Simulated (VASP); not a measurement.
A run of VASP 6.6.1:

The input INCAR:

```
SYSTEM = PbO2
ALGO = Normal
EDIFF = 1E-6
ENCUT = 520
GGA = PE
ISIF = 2
ISMEAR = 0
LASPH = .TRUE.
LCHARG = .TRUE.
LELF = .TRUE.
LREAL = .FALSE.
LVHAR = .TRUE.
LWAVE = .FALSE.
NBANDS = 20
NELM = 60
PREC = Accurate
SIGMA = 0.02
```

Contents of KPOINTS:

```
k-points
0
G
  9 9 9
  0 0 0
```

POSCAR

```
PbO2
3.8212
    0.000000000000      0.707105621271      0.707105621271
    0.707105621271      0.000000000000      0.707105621271
    0.707105621271      0.707105621271      0.000000000000
Pb O
1 2
Direct
    0.0000000000      0.0000000000      0.0000000000
    0.7500000000      0.7500000000      0.7500000000
    0.2500000000      0.2500000000      0.2500000000
```

Potentials or basis: VASP PAW PBE potentials, release 64 (Pb_d, O).

Run with:

```bash
$ cat potpaw_PBE.64/Pb_d/POTCAR potpaw_PBE.64/O/POTCAR > POTCAR
$ mpirun -np 1 vasp_std > vasp.out
```

Hardware: 1 thread of AMD EPYC 7571, on a shared host.

Question: Estimate the wall time of this run.

Answer: It took 48 s on 1 thread of AMD EPYC 7571 (shared host), peak memory 0.14 GiB. Counts: scf iterations 13, k points 35.
